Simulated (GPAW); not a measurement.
# Ni (Fm-3m) in GPAW: settings compared

One crystal, Ni, is run at these levels: WC, SCAN; tasks: band structure.

Everything below comes from runs of GPAW 26.7.0. Logs are shortened: lines on timing, memory, paths and dates and some standing lists are left out, and cuts for length are marked. The log counts tension as positive stress, the text compression.

### Step 1. Starting point

It takes space group Fm-3m (No. 225, cubic). The conventional cell has a = 3.475 Å, b = 3.475 Å, c = 3.475 Å, α = 90.00°, β = 90.00°, γ = 90.00°. Ni (site symmetry m-3m) has 12 Ni at 2.46 Å as nearest neighbours.

### Step 2. Band structure, WC, collinear spin, ferromagnetic start

Input file run.py:

```python
from ase.dft.bandgap import bandgap
from ase.io import read, write
from ase.units import GPa
from gpaw import GPAW, PW, setup_paths

setup_paths.insert(0, '.')

atoms = read('Ni.cif')
atoms.set_initial_magnetic_moments([1.0])

calc = GPAW(mode=PW(600),
            xc='WC',
            kpts={'size': (11, 11, 11), 'gamma': True},
            occupations={'name': 'fermi-dirac', 'width': 0.05},
            nbands=17,
            convergence={'density': 1e-05, 'energy': 1e-05},
            maxiter=150,
            txt='gpaw.txt')
atoms.calc = calc
energy = atoms.get_potential_energy()
forces = atoms.get_forces()
stress = atoms.get_stress()
calc.write('gs.gpw')
write('result.traj', atoms)
print(f'Energy: {energy:.6f} eV')
print('Forces (eV/A):')
print(forces.round(4))
print('Stress (GPa):', (stress / GPa).round(3))
print('Moments:', calc.get_magnetic_moments().round(3))
print('Fermi level:', round(calc.get_fermi_level(), 4), 'eV')
print(f'Gap: {bandgap(calc)[0]:.4f} eV, direct: {bandgap(calc, direct=True)[0]:.4f} eV')

path = atoms.cell.bandpath('GXWKGLUWLK,UX', npoints=100, eps=1e-4)
bs_calc = calc.fixed_density(kpts=path, symmetry='off', nbands=25,
                             convergence={'bands': 'CBM+6.0', 'eigenstates': 1e-6}, txt='bands.txt')
bs = bs_calc.band_structure()
bs.write('bs.json')
print(f'Gap on the path: {bandgap(bs_calc)[0]:.4f} eV')
```

Input file Ni.cif:

```cif
data_Ni
_cell_length_a 2.45729921
_cell_length_b 2.45729921
_cell_length_c 2.45729921
_cell_angle_alpha 60.00000000
_cell_angle_beta 60.00000000
_cell_angle_gamma 60.00000000
_space_group_name_H-M_alt 'P1'
_space_group_name_Hall 'P 1'
_space_group_IT_number 1
loop_
_space_group_symop_operation_xyz
'x,y,z'
loop_
_atom_site_label
_atom_site_type_symbol
_atom_site_symmetry_multiplicity
_atom_site_Wyckoff_symbol
_atom_site_fract_x
_atom_site_fract_y
_atom_site_fract_z
_atom_site_occupancy
Ni1 Ni 1 a 0.0000000000 0.0000000000 0.0000000000 1
```

Potentials or basis: PAW data sets generated in the run's folder for this functional, pw.

Started as:

```
> gpaw-setup -f WC Ni
> OMP_NUM_THREADS=1 python run.py
```

gpaw.txt:

```text
__  _  _
 | _ |_)|_||  |
 |__||  | ||/\| - 26.7.0

Input parameters:
  mode=PW(ecut=600.0),
  convergence={'density': 1e-05, 'energy': 1e-05},
  kpts=MonkhorstPack(size=(11, 11, 11), gamma=True),
  maxiter=150,
  nbands=17,
  occupations=Occupations(name='fermi-dirac', width=0.05),
  xc=XC(name='WC')

Diagonalizing LCAO Hamiltonian
Converting LCAO to pw mode

       Ni

Atoms  # Å, Bohr magnetons
|   | symbol |        x |        y |        z |    initial magnetic moments |
|---|--------|----------|----------|----------|-----------------------------|
| 0 |     Ni | 0.000000 | 0.000000 | 0.000000 | ( 0.0000,  0.0000,  1.0000) |

Unit cell  # Å
| periodic |        x |        y |        z |  lengths |    angles |
|----------|----------|----------|----------|----------|-----------|
|      yes | 2.457299 | 0.000000 | 0.000000 | 2.457299 | 60.000000 |
|      yes | 1.228650 | 2.128084 | 0.000000 | 2.457299 | 60.000000 |
|      yes | 1.228650 | 0.709361 | 2.006376 | 2.457299 | 60.000000 |

Number of symmetries: 48
Symmetry operations  # r_c * U_cc + t_c -> r_c
|    | kind |            matrix            |
|----|------|------------------------------|
|  0 |  σ   |  1, 0, 0,  1, 0,-1,  1,-1, 0 |
|  1 |  C2  |  1, 0, 0,  1,-1, 0,  1, 0,-1 |
|  2 |  E   |  1, 0, 0,  0, 1, 0,  0, 0, 1 |
|  3 |  σ   |  1, 0, 0,  0, 0, 1,  0, 1, 0 |
|  4 |  C4  |  1, 0,-1,  1, 0, 0,  1,-1, 0 |
|  5 |  S6  |  1, 0,-1,  1,-1, 0,  1, 0, 0 |
|  6 |  σ   |  1, 0,-1,  0, 1,-1,  0, 0,-1 |
|  7 |  C3  |  1, 0,-1,  0, 0,-1,  0, 1,-1 |
|  8 |  S6  |  1,-1, 0,  1, 0, 0,  1, 0,-1 |
|  9 |  C4  |  1,-1, 0,  1, 0,-1,  1, 0, 0 |
| 10 |  C3  |  1,-1, 0,  0,-1, 1,  0,-1, 0 |
| 11 |  σ   |  1,-1, 0,  0,-1, 0,  0,-1, 1 |
| 12 |  σ   |  0, 1, 0,  1, 0, 0,  0, 0, 1 |
| 13 |  C4  |  0, 1, 0,  0, 1,-1, -1, 1, 0 |
| 14 |  C3  |  0, 1, 0,  0, 0, 1,  1, 0, 0 |
| 15 |  S6  |  0, 1, 0, -1, 1, 0,  0, 1,-1 |
| 16 |  C2  |  0, 1,-1,  1, 0,-1,  0, 0,-1 |
| 17 |  σ   |  0, 1,-1,  0, 1, 0, -1, 1, 0 |
| 18 |  S4  |  0, 1,-1,  0, 0,-1,  1, 0,-1 |
| 19 |  C4  |  0, 1,-1, -1, 1, 0,  0, 1, 0 |
| 20 |  C3  |  0, 0, 1,  1, 0, 0,  0, 1, 0 |
| 21 |  σ   |  0, 0, 1,  0, 1, 0,  1, 0, 0 |
| 22 |  S6  |  0, 0, 1,  0,-1, 1, -1, 0, 1 |
| 23 |  C4  |  0, 0, 1, -1, 0, 1,  0,-1, 1 |
| 24 |  S4  |  0, 0,-1,  1, 0,-1,  0, 1,-1 |
| 25 |  C3  |  0, 0,-1,  0, 1,-1,  1, 0,-1 |
| 26 |  C2  |  0, 0,-1,  0,-1, 0, -1, 0, 0 |
| 27 |  S6  |  0, 0,-1, -1, 0, 0,  0,-1, 0 |
| 28 |  S4  |  0,-1, 1,  1,-1, 0,  0,-1, 0 |
| 29 |  C4  |  0,-1, 1,  0, 0, 1, -1, 0, 1 |
| 30 |  C2  |  0,-1, 1,  0,-1, 0,  1,-1, 0 |
| 31 |  σ   |  0,-1, 1, -1, 0, 1,  0, 0, 1 |
| 32 |  C3  |  0,-1, 0,  1,-1, 0,  0,-1, 1 |
| 33 |  S6  |  0,-1, 0,  0, 0,-1, -1, 0, 0 |
| 34 |  S4  |  0,-1, 0,  0,-1, 1,  1,-1, 0 |
| 35 |  C2  |  0,-1, 0, -1, 0, 0,  0, 0,-1 |
| 36 |  C2  | -1, 1, 0,  0, 1, 0,  0, 1,-1 |
| 37 |  S6  | -1, 1, 0,  0, 1,-1,  0, 1, 0 |
| 38 |  S4  | -1, 1, 0, -1, 0, 1, -1, 0, 0 |
| 39 |  C3  | -1, 1, 0, -1, 0, 0, -1, 0, 1 |
| 40 |  S6  | -1, 0, 1,  0, 0, 1,  0,-1, 1 |
| 41 |  C2  | -1, 0, 1,  0,-1, 1,  0, 0, 1 |
| 42 |  C3  | -1, 0, 1, -1, 1, 0, -1, 0, 0 |
| 43 |  S4  | -1, 0, 1, -1, 0, 0, -1, 1, 0 |
| 44 |  C2  | -1, 0, 0,  0, 0,-1,  0,-1, 0 |
| 45 |  i   | -1, 0, 0,  0,-1, 0,  0, 0,-1 |
| 46 |  σ   | -1, 0, 0, -1, 1, 0, -1, 0, 1 |
| 47 |  C2  | -1, 0, 0, -1, 0, 1, -1, 1, 0 |

BZ-sampling:
  Number of BZ points: 1331
  Number of IBZ points: 56

  Monkhorst-Pack size: [11, 11, 11]
  Monkhorst-Pack shift: [0, 0, 0]

K-points  # in reciprocal-cell coordinates
|     |                                coordinates |     weight |
|-----|--------------------------------------------|------------|
|   0 | (  0.00000000,   0.00000000,   0.00000000) | 0.00075131 |
|   1 | (  0.09090909,   0.09090909,   0.00000000) | 0.00450789 |
|   2 | (  0.09090909,   0.09090909,   0.09090909) | 0.00601052 |
|   3 | (  0.18181818,   0.09090909,   0.09090909) | 0.00901578 |
|   4 | (  0.18181818,   0.18181818,   0.00000000) | 0.00450789 |
|   5 | (  0.18181818,   0.18181818,   0.09090909) | 0.01803156 |
|   6 | (  0.18181818,   0.18181818,   0.18181818) | 0.00601052 |
|   7 | (  0.27272727,   0.18181818,   0.09090909) | 0.01803156 |
|   8 | (  0.27272727,   0.18181818,   0.18181818) | 0.01803156 |
|   9 | (  0.27272727,   0.27272727,   0.00000000) | 0.00450789 |
| ... |                                            |            |
|  55 | (  0.45454545,   0.45454545,   0.45454545) | 0.00601052 |

Plane wave coefficients: 360
Cutoff: 600.0 eV

Spin-components: 2 (collinear spins)
Bands:           17
Projectors:      6
Spin-degeneracy: 1
Datatype:        complex128

Parallelization:
  kpt:    1
  domain: 1
  band:   1

Density:
  Valence electrons: 16.0
  Components: 2
  Grid points: [14 14 14]
  Charge: 0.0  # |e|

Potential:
  Grid points: [14 14 14]

species:
  Ni:
    name:    Nickel
    Z:       28.0
    valence: 16
    core:    12
    charge:  0.0  # [|e|]
    compensation charges:
      type: gauss
      rc: 0.36  # [Å]
      lmax: 2
    cutoffs:
      filter: 2.14  # [Å]
      core: 1.98  # [Å]
    projectors
    | kind |    occ | energy [eV] | rcut [Å] |
    |------|--------|-------------|----------|
    |   4s |  2.000 |      -5.678 |    1.164 |
    |   3p |  6.000 |     -71.312 |    1.207 |
    |   4p |  0.000 |      -1.178 |    1.207 |
    |   3d |  8.000 |      -8.908 |    1.138 |
    |    s |        |      21.533 |    1.164 |
    |    d |        |      18.303 |    1.138 |

    Using partial waves for Ni as LCAO basis

Reference energy: -41356.160885  # eV

eigensolver:
  PPCG
  Converge bands: occupied
  niter=2

density mixing:
  MSR1-Mixer
  Pratt-step length: 0.05
  Maximum mixing coefficient: 0.75
  Old densities: 10
  SVD Regularization: 0.005
  Good broyden scale: 1.0
  Trust region scale: 1.0
  Backstep threshold: 4.0
  History deletion threshold: 6.0
  Fourier metric: weight=20.0, sigma=0.015

occupation numbers:
  Fermi-Dirac:
    width: 0.0500  # eV

poisson solver:
  ecut: 4800.0  # eV

xc functional:
  name: WC with 2 nearest neighbor stencil

convergence criteria:
- Maximum integral of absolute [dens]ity change: 1e-05 electrons / valence electron
- Maximum [total energy] change in last 3 cyles: 1e-05 eV / valence electron
- Maximum integral of absolute [eigenst]ate change: 4e-08 eV^2 / valence electron
maximum number of iterations: 150

SCF iterations
|iter     | |      energy | eigst |  dens |  magmom |
|---------|-|-------------|-------|-------|---------|
|iter:   1| |   -7.763763 | -0.02 |       |  +1.0008|
|iter:   2| |   -7.774692 | -2.92 | -1.45 |  +0.9829|
|iter:   3| |   -7.889599 | -2.59 | -1.48 |  +0.7182|
|iter:   4| |   -7.894063 | -2.90 | -1.77 |  +0.5566|
|iter:   5| |   -7.894345 | -4.40 | -2.49 |  +0.5762|
|iter:   6| |   -7.894393 | -5.87 | -3.22 |  +0.5744|
|iter:   7| |   -7.894396c| -6.64 | -3.57 |  +0.5749|
|iter:   8| |   -7.894395c| -8.77c| -4.18 |  +0.5752|
|iter:   9| |   -7.894395c| -7.86c| -4.64 |  +0.5753|
|iter:  10| |   -7.894395c| -9.09c| -5.38c|  +0.5753|

Converged in 10 steps
Energy contributions relative to reference atoms: (reference = -41356.160885)

Energy contributions:
  Kinetic:           5.914400
  Coulomb:          -3.955116
  Zero:              0.063358
  External:          0.000000
  Xc:               -9.910597
  Entropy:          -0.012882
  Spinorbit:         0.000000
  ----------------------------
  Free energy:      -7.900836
  Extrapolated:     -7.894395

dipole moment: (-10.104619, -5.833904, -4.125193)  # |e|*Ang

Total magnetic moment: (0.000000, 0.000000, 0.575338)

Local magnetic moments
|        x |        y |        z |
|----------|----------|----------|
| 0.000000 | 0.000000 | 0.608865 |  # Ni   0

Fermi level: 8.842
Eigenvalues  # (at kpt = [0.000, 0.000, 0.000])
| band index |      eig [eV] | occ [0-1] |      eig [eV] | occ [0-1] |
|------------|---------------|-----------|---------------|-----------|
|          0 |       -55.014 |     1.000 |       -54.265 |     1.000 |
|          1 |       -55.014 |     1.000 |       -54.265 |     1.000 |
|          2 |       -55.014 |     1.000 |       -54.265 |     1.000 |
|          3 |        -0.629 |     1.000 |        -0.646 |     1.000 |
|          4 |         6.299 |     1.000 |         6.980 |     1.000 |
|          5 |         6.299 |     1.000 |         6.980 |     1.000 |
[... 9 lines left out ...]
|         15 |        39.405 |     0.000 |        39.546 |     0.000 |
|         16 |        42.840 |     0.000 |        42.715 |     0.000 |

No gap
No difference between direct/indirect transitions

Forces  # eV/Ang
|       x |       y |       z |
|---------|---------|---------|
| 0.00000 | 0.00000 | 0.00000 |  # Ni   0

Stress tensor  # eV/Ang^3
|         x |         y |         z |
|-----------|-----------|-----------|
| -0.006899 |  0.000000 |  0.000000 |
|  0.000000 | -0.006899 |  0.000000 |
|  0.000000 |  0.000000 | -0.006899 |

# Writing to gs.gpw (mode='')
```

It took 30 s on 1 thread of Arm Neoverse V1, shared host; peak memory 0.18 GiB.

Results:

| Quantity | Value |
| --- | --- |
| Free energy | -7.9008 eV |
| Pressure | 1.1 GPa |
| Band gap along the path | none (metal or under the smearing width) |
| Net moment | 0.58 μB per cell |
| Site moments | Ni +0.61 μB |

Levels at the corners of the path, in eV from the Fermi level:
Spin up:
```csv
point,band 6,band 7,band 8,band 9,band 10
Γ,-2.54,-2.54,-1.28,-1.28,24.00
X,-0.50,-0.38,-0.38,2.25,9.57
W,-3.26,-1.36,-0.38,7.87,7.87
K,-2.24,-1.11,-0.67,5.81,7.43
Γ,-2.54,-2.54,-1.28,-1.28,24.00
L,-2.54,-0.58,-0.54,-0.54,5.95
U,-2.24,-1.11,-0.67,5.81,7.43
W,-3.26,-1.36,-0.38,7.87,7.87
L,-2.54,-0.58,-0.54,-0.54,5.95
K,-2.24,-1.11,-0.67,5.81,7.43
U,-2.24,-1.11,-0.67,5.81,7.43
X,-0.50,-0.38,-0.38,2.25,9.57
```
Spin down:
```
point  band 4  band 5  band 6  band 7  band 8  band 9  band 10
    Γ   -9.49   -1.86   -1.86   -1.86   -0.73   -0.73    23.84
    X   -4.62   -3.88    0.08    0.41    0.41    2.23     9.83
    W   -3.66   -2.71   -2.71   -0.84    0.41    8.06     8.06
    K   -3.84   -3.46   -1.69   -0.57    0.11    6.03     7.62
    Γ   -9.49   -1.86   -1.86   -1.86   -0.73   -0.73    23.84
    L   -4.73   -1.97   -1.97   -0.61    0.16    0.16     6.36
    U   -3.84   -3.46   -1.69   -0.57    0.11    6.03     7.62
    W   -3.66   -2.71   -2.71   -0.84    0.41    8.06     8.06
    L   -4.73   -1.97   -1.97   -0.61    0.16    0.16     6.36
    K   -3.84   -3.46   -1.69   -0.57    0.11    6.03     7.62
    U   -3.84   -3.46   -1.69   -0.57    0.11    6.03     7.62
    X   -4.62   -3.88    0.08    0.41    0.41    2.23     9.83
```

Caveat: the stock nickel data set gives pressures a few GPa off other programs.

### Step 3. Band structure, SCAN, collinear spin, ferromagnetic start

run.py, as its differences from that of step 2:

```diff
@@ -3,5 +3,3 @@
 from ase.units import GPa
-from gpaw import GPAW, PW, setup_paths
-
-setup_paths.insert(0, '.')
+from gpaw import GPAW, PW
 
@@ -11,3 +9,3 @@
 calc = GPAW(mode=PW(600),
-            xc='WC',
+            xc='MGGA_X_SCAN+MGGA_C_SCAN',
             kpts={'size': (11, 11, 11), 'gamma': True},
```

Ni.cif is that of step 2.

Potentials or basis: GPAW PAW data sets (gpaw-data 1.2.1), pw.

Started as:

```
> OMP_NUM_THREADS=1 python run.py
```

Run time: 2 min. Hardware: 1 thread of Arm Neoverse V1, shared host; peak memory 0.25 GiB.

The run converged. Its results:

| Property | Result |
| --- | --- |
| Free energy | -17.0720 eV |
| Pressure | 1.5 GPa |
| Band gap along the path | none (metal or under the smearing width) |
| Net moment | 0.81 μB per cell |
| Site moments | Ni +0.88 μB |

Levels at the corners of the path, in eV from the Fermi level:
Spin up:
```tsv
point	band 5	band 6	band 7	band 8	band 9	band 10
Γ	-3.28	-3.28	-3.28	-1.89	-1.89	24.76
X	-5.17	-1.16	-1.16	-1.11	2.16	9.58
W	-3.96	-3.96	-1.96	-1.16	7.84	7.84
K	-4.61	-2.92	-1.71	-1.44	5.68	7.40
Γ	-3.28	-3.28	-3.28	-1.89	-1.89	24.76
L	-3.20	-3.20	-1.24	-1.24	-0.80	5.75
U	-4.61	-2.92	-1.71	-1.44	5.68	7.40
W	-3.96	-3.96	-1.96	-1.16	7.84	7.84
L	-3.20	-3.20	-1.24	-1.24	-0.80	5.75
K	-4.61	-2.92	-1.71	-1.44	5.68	7.40
U	-4.61	-2.92	-1.71	-1.44	5.68	7.40
X	-5.17	-1.16	-1.16	-1.11	2.16	9.58
```
Spin down:
```tsv
point	band 5	band 6	band 7	band 8	band 9	band 10
Γ	-1.76	-1.75	-1.75	-1.05	-1.04	24.54
X	-4.00	-0.20	0.69	0.70	1.74	9.94
W	-2.82	-2.81	-1.16	0.70	8.08	8.08
K	-3.62	-1.76	-0.88	0.38	5.98	7.64
Γ	-1.76	-1.75	-1.75	-1.05	-1.04	24.54
L	-2.19	-2.18	-1.18	0.24	0.25	6.59
U	-3.62	-1.76	-0.88	0.38	5.98	7.64
W	-2.82	-2.81	-1.16	0.70	8.08	8.08
L	-2.19	-2.18	-1.18	0.24	0.25	6.59
K	-3.62	-1.76	-0.88	0.38	5.98	7.64
U	-3.62	-1.76	-0.88	0.38	5.98	7.64
X	-4.00	-0.20	0.69	0.70	1.74	9.94
```

Caveat: the stock nickel data set gives pressures a few GPa off other programs; the PAW data sets were made with another functional, which shifts forces and pressure a little.
